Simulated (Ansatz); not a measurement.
InAs:

```
In As
1.0
     4.73122    0.00000    0.00000
    -2.36561    4.09736    0.00000
     0.00000    0.00000    2.91089
In As
1 1
Direct
  0.00000 0.00000 0.00000
  0.66667 0.33333 0.00000
```

The cell was built by a generator and needn't be a form met in nature.

Program: Ansatz 0.2.0. Alike in all runs: potentials or basis Ansatz PAW; no spin polarisation; cell as given; k mesh 4 × 4 × 5; smearing fermi-dirac 0.05 eV; the mesh is coarse, so values aren't converged. Hardware: 1 × NVIDIA H100 80GB HBM3 with 2 threads of AMD EPYC 7R13 Processor (Zen 3), with other jobs on the host.

Question: Order these runs on this cell by their wall time, lowest first.
A. task single point; level r2SCAN50; cutoff (eV) 500
B. task band structure; level HSE03; cutoff (eV) 420; points for each segment of the path 4
C. task single point; level PBEsol0; cutoff (eV) 420

Answer: C (9.9 s), B (25 s), A (54 s).

Caveats: all runs use coarse meshes.
